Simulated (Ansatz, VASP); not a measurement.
## AlN in VASP and in Ansatz

```xyz
2
Lattice="0.0000 2.0226 2.0226 2.0226 0.0000 2.0226 2.0226 2.0226 0.0000" Properties=species:S:1:pos:R:3 pbc="T T T"
Al    2.0226    2.0226    2.0226
N     0.0000    0.0000    0.0000
```

Alike in both runs: task single point; functional r2SCAN; k mesh 10 × 10 × 10; occupations gaussian, width 0.02 eV; no spin polarisation.

```csv
,VASP,Ansatz
version,VASP 6.6.1,Ansatz 0.2.0
potentials or method,"VASP PAW PBE potentials, release 64 (Al, N)","scalar-relativistic, plane waves, PAW"
plane-wave cutoff (eV),520,500
valence electrons in the cell,8,8
```

Ansatz gave:

- gap on the k mesh at the Fermi level (eV): 5.47
- least direct gap on the mesh (eV): 6.45
- pressure (GPa): -1.5

Question: What did VASP give for the same quantities?

Answer: gap on the k mesh at the Fermi level (eV): 5.47; least direct gap on the mesh (eV): 6.50; pressure (GPa): -2.3.

With one functional, cell and mesh, what is left measures potentials, basis and numerics.

Caveats: the PAW data sets were made with another functional, which shifts forces and pressure a little (VASP). A k mesh can miss the band edges. r2SCAN opens gaps a little over a GGA but as a rule still falls short of measured ones.
